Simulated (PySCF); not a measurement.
An unknown gives this computed stick spectrum. Method: PySCF 2.14.0, density-fitted response routines, TDDFT wB97X-D/def2-SVPD, vertical, gas phase, core orbitals frozen in the response. Geometries: PBE0-D3(BJ)/def2-SVP, one conformer each. Relativistic effects are left out although some hold elements past zinc.

```tsv
state	E (eV)	λ (nm)	f
S1	5.69	217.8	0.0003
S2	6.72	184.4	0.0000
S3	6.85	180.9	0.073
S4	7.14	173.7	0.052
S5	7.23	171.5	0.063
S6	7.57	163.8	0.051
S7	7.74	160.3	0.0000
S8	8.07	153.6	0.0004
S9	8.23	150.6	0.042
S10	8.27	150.0	0.072
```

Triplets computed (Tamm–Dancoff): 5.26, 5.49, 6.47, 6.94 eV.

Question: Which candidate is it?
A. `CC(=O)[N]([GeH3])[GeH3]`
B. `O=[CH][GeH2][GeH2][GeH3]`
C. `C=CC(C)=O`

Answer: A. Its S1, at 5.69 eV, is the highest among the candidates; the nearest of the others has S1 at 3.86 eV. S1 is HOMO→LUMO+2 (81%), HOMO→LUMO+5 (14%). Löwdin shares by element: HOMO (one of a set within 0.03 eV) oxygen 66%, carbon 16%, nitrogen 6%; LUMO germanium 56%, hydrogen 16% or more (atoms not listed hold the other 28%). At the same level the other candidates give, for their lowest levels:
- `C=CC(C)=O`: 3.86 eV (f 0.000); 6.38 eV (f 0.373); 7.17 eV (f 0.000); 7.58 eV (f 0.001); 7.70 eV (f 0.021); T1 3.36 eV; HOMO -9.39, LUMO 0.03 eV
- `O=[CH][GeH2][GeH2][GeH3]`: 3.38 eV (f 0.000); 5.85 eV (f 0.001); 6.21 eV (f 0.019); 6.63 eV (f 0.004); 6.64 eV (f 0.014); T1 2.78 eV; HOMO -8.96, LUMO 0.23 eV

Conformer computed: `[CH3:1][C:2](=[O:3])[N:4]([GeH3:5])[GeH3:6]`: C1–C2–N4–Ge5 0°.
